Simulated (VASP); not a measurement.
Runs of VASP 6.6.1 on CaO. The structure is cubic, space group Fm-3m (No. 225). Conventional cell: a = 4.807 Å, b = 4.807 Å, c = 4.807 Å, α = 90.00°, β = 90.00°, γ = 90.00°. Ca (site symmetry m-3m) is surrounded by 6 O at 2.40 Å. O (site symmetry m-3m) has 6 Ca at 2.40 Å as nearest neighbours. The cell is a database's computed one.

```tsv
task	level	potentials or basis	cell	cutoff (eV)	smearing	optimiser	gap on the mesh (eV)	pressure (GPa)
single point	PBEsol	VASP PAW PBE potentials, release 64 (Ca_sv, O)	as given	520	gaussian 0.05 eV	-	3.54	(b)
single point	PBE	VASP PAW PBE potentials, release 54 (Ca_sv, O)	as given	520	gaussian 0.05 eV	-	(a)	2.1
relaxation of cell and atoms	PBEsol	VASP PAW PBE potentials, release 64 (Ca_sv_GW, O_GW)	relaxed from: volume scaled by 1.08	630	fermi-dirac 0.1 eV	LBFGS	3.55	-0.1
single point	RPBE+D3	VASP PAW PBE potentials, release 64 (Ca_sv, O_s)	atoms moved at random, drawn with an rms of 0.15 Å	400	gaussian 0.01 eV	-	3.88	4.1
```

Alike in all rows: no spin polarisation; k mesh 10 × 10 × 10.

Problem. Estimate the missing entries.

Solution. (a) 3.63; (b) -2.2.

Caveats: the PAW data sets were made with another functional, which shifts forces and pressure a little (some runs).

A k mesh can miss the band edges.
